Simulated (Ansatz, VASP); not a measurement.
**SnTe in VASP and in Ansatz**

```
CELL_PARAMETERS angstrom
0.00000 3.20385 3.15650
3.15650 0.00000 3.15650
3.15650 3.20385 0.00000
ATOMIC_POSITIONS crystal
Sn 0.00000 0.00000 0.00000
Te 0.50000 0.50000 0.50000
```

Change from the starting cell: strain +0.0150 x Voigt [0, 1, 0, 0, 0, 0], atoms carried along.

Alike in both runs: task single point; functional LDA; k mesh 10 × 10 × 10; occupations gaussian, width 0.03 eV; no spin polarisation.

```csv
,VASP,Ansatz
version,VASP 6.6.1,Ansatz 0.2.0
potentials or method,"VASP PAW LDA potentials, release 64 (Sn_d, Te)","scalar-relativistic, plane waves, PAW"
plane-wave cutoff (eV),520,420
valence electrons in the cell,20,30
```

|  | VASP | Ansatz | Ansatz less VASP |
| --- | --- | --- | --- |
| gap on the k mesh at the Fermi level (eV) | 0.07 | 0.06 | -0.013 |
| least direct gap on the mesh (eV) | 0.07 | 0.06 | -0.013 |
| pressure (GPa) | -2.3 | -2.3 | -0.02 |
| largest component of the traceless stress (GPa) | 1.10 | 1.09 | -0.008 |

The two sets of potentials don't hold the same shells in valence.

Caveats: spin-orbit coupling is left out, which moves the levels of the heavy elements.
